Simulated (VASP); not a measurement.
The system is CoO.

```
Co O
1.0
     1.50547    0.86918    2.43993
    -1.50547    0.86918    2.43993
     0.00000   -1.73837    2.43993
Co O
1 1
Cartesian
  0.0000 0.0000 0.0000
  0.0000 0.0000 3.6599
```

The cell is a database's computed one.

Program: VASP 6.6.1. Alike in all runs: task single point; spin collinear, ferromagnetic start; cell as given; k mesh 11 × 11 × 11.

Task: Order these runs on this cell by their pressure, lowest first.
A. level RPBE; potentials or basis VASP PAW PBE potentials, release 64 (Co_GW, O_GW); cutoff (eV) 550; smearing gaussian 0.02 eV
B. level PBE; potentials or basis VASP PAW PBE potentials, release 64 (Co, O); cutoff (eV) 520; smearing fermi-dirac 0.05 eV
C. level PBEsol; potentials or basis VASP PAW PBE potentials, release 54 (Co, O); cutoff (eV) 520; smearing gaussian 0.02 eV

Result: C (-9.5 GPa), B (-0.6 GPa), A (5.3 GPa).

Caveats: a cell with one magnetic atom can't hold antiferromagnetic order, which such compounds often take; the PAW data sets were made with another functional, which shifts forces and pressure a little (some runs).

Not every run made on this cell is shown here.
